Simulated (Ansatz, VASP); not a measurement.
**TiN: VASP beside Ansatz**

```xyz
6
Lattice="3.0029 0.0000 0.0000 -1.5014 2.6005 0.0000 0.0000 0.0000 20.1296" Properties=species:S:1:pos:R:3 pbc="T T T"
N     0.0000    1.7337    7.0000
N     0.0000    0.0000    9.4518
N     1.5014    0.8668   11.9392
Ti    1.5014    0.8668    8.2259
Ti    0.0000    1.7337   10.7058
Ti    0.0000    0.0000   13.0541
```

Alike in both runs: functional PBE; k mesh 12 × 12 × 1; occupations gaussian, width 0.1 eV; no spin polarisation.

Ansatz relaxed the structure, and its values are those at the end. VASP's run is a single point on that final structure, the one shown.

|  | VASP | Ansatz |
| --- | --- | --- |
| version | VASP 6.6.1 | Ansatz 0.2.0 |
| potentials or method | VASP PAW PBE potentials, release 64 (N, Ti_sv) | scalar-relativistic, plane waves, PAW |
| plane-wave cutoff (eV) | 520 | 420 |
| valence electrons in the cell | 51 | 51 |

```tsv
	VASP	Ansatz	Ansatz less VASP
gap on the k mesh at the Fermi level (eV)	none	none	-
rms of the force components (eV/Å)	1.596	1.602	+0.0057
```

A gap of «none» marks a metal or a gap that the smearing closes. With one functional, cell and mesh, what is left measures potentials, basis and numerics.
